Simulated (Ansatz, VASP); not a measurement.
Re: VASP beside Ansatz

```xyz
1
Lattice="0.0000 1.9305 1.9305 1.9305 0.0000 1.9305 1.9305 1.9305 0.0000" Properties=species:S:1:pos:R:3 pbc="T T T"
Re    0.0000    0.0000    0.0000
```

Alike in both runs: functional LDA; k mesh 18 × 18 × 18; occupations fermi-dirac, width 0.08 eV; no spin polarisation.

Ansatz relaxed the structure, and its values are those at the end. VASP's run is a single point on that final structure, the one shown.

|  | VASP | Ansatz |
| --- | --- | --- |
| version | VASP 6.6.1 | Ansatz 0.2.0 |
| potentials or method | VASP PAW LDA potentials, release 64 (Re) | PAW with Ansatz's default frozen-core files, scalar-relativistic |
| plane-wave cutoff (eV) | 520 | 420 |
| valence electrons in the cell | 7 | 15 |

|  | VASP | Ansatz | Ansatz less VASP |
| --- | --- | --- | --- |
| pressure (GPa) | 1.4 | 0.0 | -1.46 |

The two sets of potentials don't hold the same shells in valence.

The runs have no spin-orbit coupling, so splittings on Re are missing.
